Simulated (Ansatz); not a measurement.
Crystal: Ag.

```xyz
1
Lattice="-1.6557 1.6557 1.6557 1.6557 -1.6557 1.6557 1.6557 1.6557 -1.6557" Properties=species:S:1:pos:R:3 pbc="T T T"
Ag    0.0000    0.0000    0.0000
```

This isn't the form of Ag at room conditions, which is fcc.

* Program: Ansatz 0.2.0
* Task: relaxation of cell and atoms
* Functional: BLYP
* Dispersion: D4
* Potentials or basis: Ansatz PAW
* Cutoff: 420 eV (not typed: the program's choice for these potentials)
* k mesh: 11 × 11 × 11
* Occupations: fermi-dirac, width 0.05 eV
* Spin: no spin polarisation

At the start: volume 18.15 Å³/atom.

Task: How do energy, volume and symmetry change on relaxing?

Result: It ends after 5 steps and the volume is 17.54 Å³/atom (-3.4 %); space group Im-3m (No. 229, to 0.05 Å).

Step by step:
| step | energy change (eV) | largest force (eV/Å) | volume (Å³) |
| --- | --- | --- | --- |
| 1 | 0.0000 | 0.0000 | 18.15 |
| 2 | -0.0023 | 0.0000 | 17.07 |
| 3 | -0.0063 | 0.0000 | 17.58 |
| 4 | -0.0063 | 0.0000 | 17.54 |
| 5 | -0.0061 | 0.0000 | 17.54 |

Final structure:
```
Ag
1.0
    -1.63688    1.63688    1.63688
     1.63688   -1.63688    1.63688
     1.63688    1.63688   -1.63688
Ag
1
Direct
  0.00000 0.00000 0.00000
```

Caveat: the plane-wave basis is chosen anew once the cell has moved, so the energies of steps on either side of that aren't comparable; pairwise dispersion overbinds metals, which lowers pressure and volume; the PAW data sets come from PBE, with cores solved anew for the run's functional, which leaves a small shift of forces and pressure.
